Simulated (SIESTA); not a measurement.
AlAu:

```xyz
2
Lattice="3.2239 0.0000 0.0000 0.0000 3.2239 0.0000 0.0000 0.0000 3.2239" Properties=species:S:1:pos:R:3 pbc="T T T"
Au    1.6120    1.6120    1.6120
Al    0.0000    0.0000    0.0000
```

The cell comes from a database or a generator and needn't be the stable form of this composition.

Base run:

```yaml
Program: SIESTA 5.4.2
Functional: PBEsol
Potentials_or_basis: PseudoDojo 0.4 standard (PBEsol files)
Basis: SZ (energy shift 0.003 Ry)
Grid_cutoff: 800 Ry
Energy_shift: 0.003 Ry
k_mesh: 8 × 8 × 8
Occupations: fermi-dirac, width 0.05 eV
Spin: no spin polarisation
```

Its results: band gap on the k mesh none (metal or under the smearing width); pressure 6.0 GPa.

**Question.** The run is repeated on the same cell with these changes: basis from SZ (energy shift 0.003 Ry) to SZP (energy shift 0.003 Ry). What comes out?

**Answer.** Band gap on the k mesh none (metal or under the smearing width); pressure -4.8 GPa.

Caveats: short orbitals over semicore shells can move pressures by several GPa; spin-orbit coupling is left out, which moves the levels of the heavy elements; the basis of atomic orbitals isn't converged, which shifts pressures, moduli and gaps; the basis has no polarisation orbitals (some runs).
